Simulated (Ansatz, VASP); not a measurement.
One calculation of LiF (Griceite), two programs

File INCAR:

```
SYSTEM = LiF
  PREC = Accurate
  ENCUT = 520
  EDIFF = 1E-7
  ISMEAR = -1
  SIGMA = 0.05
  LREAL = .FALSE.
  LASPH = .TRUE.
  NELM = 60
  ALGO = Normal
  ISIF = 2
  LWAVE = .FALSE.
  LCHARG = .FALSE.
  GGA = PE
  NBANDS = 12
```

KPOINTS

```
Automatic mesh
0
G
  11 11 11
  0 0 0
```

Contents of POSCAR:

```
LiF
1.0
    0.0000000000      2.0004828142      2.0004828142
    2.0004828142      0.0000000000      2.0004828142
    2.0004828142      2.0004828142      0.0000000000
F Li
1 1
Direct
    0.5000000000      0.5000000000      0.5000000000
    0.0000000000      0.0000000000      0.0000000000
```

Contents of input.yaml:

```yaml
crystal:
  lattice:
    - [0.0, 2.0004828142, 2.0004828142]
    - [2.0004828142, 0.0, 2.0004828142]
    - [2.0004828142, 2.0004828142, 0.0]
  atoms:
    - { symbol: F, position: [0.5, 0.5, 0.5] }
    - { symbol: Li, position: [0.0, 0.0, 0.0] }
hamiltonian:
  xc: pbe
  pseudopotentials: { kind: paw }
kpoints:
  mp_grid: { grid: [11, 11, 11] }
scf:
  occupations: { method: fermi_dirac, width: 0.05 }
output:
  forces: true
  stress: true
  eigenvalues: true
```

Change from the starting cell: volume scaled by 0.98.

Alike in both runs: task single point; functional PBE; k mesh 11 × 11 × 11; occupations fermi-dirac, width 0.05 eV; no spin polarisation.

|  | VASP | Ansatz |
| --- | --- | --- |
| version | VASP 6.6.1 | Ansatz 0.2.0 |
| potentials or method | VASP PAW PBE potentials, release 64 (F, Li_sv) | Ansatz PAW |
| plane-wave cutoff (eV) | 520 | 420 |
| valence electrons in the cell | 10 | 10 |

Ansatz gave:

| Item | Value |
| --- | --- |
| gap on the k mesh at the Fermi level (eV) | 9.27 |
| least direct gap on the mesh (eV) | 9.27 |

Q: Estimate VASP's values.

A: gap on the k mesh at the Fermi level (eV): 9.28; least direct gap on the mesh (eV): 9.28.

Caveats: an odd mesh through Γ misses points on the zone boundary, where band edges often lie (VASP); odd divisions of the mesh miss points on the zone boundary, where band edges often lie, so the gap on the mesh can be too wide (Ansatz).
